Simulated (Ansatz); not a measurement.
A run of Ansatz 0.2.0 is set up as follows.

Contents of input.yaml:

```yaml
crystal:
  lattice:
    - [2.8124553515, 0.0, 0.0]
    - [-1.4062276757, 2.4356577814, 0.0]
    - [0.0, 0.0, 4.86685]
  atoms:
    - { symbol: Al, position: [0.3333333333, 0.6666666667, 0.25] }
    - { symbol: Al, position: [0.6666666667, 0.3333333333, 0.75] }
hamiltonian:
  xc: pbesol
  pseudopotentials: { kind: paw }
kpoints:
  mp_grid: { grid: [8, 8, 5] }
scf:
  occupations: { method: fermi_dirac, width: 0.05 }
output:
  forces: true
  stress: true
elastic:
  mode: relaxed_ion
  stencil: two_point
```

Potentials or basis: Ansatz PAW.

Run with:

```bash
$ ansatz run input.yaml --threads 2 --pin off --max-ram 5632MiB --backend cpu --events-out ev --progress --plain --runs-dir out
```

(1) Estimate the Voigt bulk modulus.

(2) Predict the pressure.

(3) Predict the band gap on the k mesh.

Answers

(1) 73 GPa.

(2) -1.9 GPa.

(3) none (metal or under the smearing width).

Caveat: the elastic tensor has a negative eigenvalue, so either the cell is unstable as it stands or the mesh is too thin; the PAW data sets come from PBE, with cores solved anew for the run's functional, which leaves a small shift of forces and pressure.
